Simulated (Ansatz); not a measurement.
Crystal: YN.

```xyz
2
Lattice="0.0000 2.4385 2.4385 2.4385 0.0000 2.4385 2.4385 2.4385 0.0000" Properties=species:S:1:pos:R:3 pbc="T T T"
Y     0.0000    0.0000    0.0000
N     2.4385    2.4385    2.4385
```

Base run:

| Property | Result |
| --- | --- |
| Program | Ansatz 0.2.0 |
| Functional | PBE |
| Potentials or basis | Ansatz PAW |
| Cutoff | 420 eV (not typed: the program's choice for these potentials) |
| k mesh | 9 × 9 × 9 |
| Occupations | fermi-dirac, width 0.05 eV |
| Spin | no spin polarisation |

Its results: band gap on the k mesh 0.24 eV, indirect (least direct gap 0.64 eV); pressure 3.0 GPa.

Q: After a change of settings the same cell gave: band gap on the k mesh 0.62 eV, indirect (least direct gap 1.03 eV); pressure 2.0 GPa. Which change was it?
A. functional from PBE to r2SCAN; cutoff from 420 eV (not typed: the program's choice for these potentials) to 500 eV (not typed: the program's choice for these potentials)
B. functional from PBE to PBEsol
C. functional from PBE to LDA

A: A.

r2SCAN gives the wider gap, since meta-GGAs in the generalised Kohn-Sham scheme recover part of the derivative discontinuity.

Caveats: the k mesh misses the band edges, so the gap on the mesh is wider than the one along the path; the PAW data sets come from PBE, with cores solved anew for the run's functional, which leaves a small shift of forces and pressure (some runs).
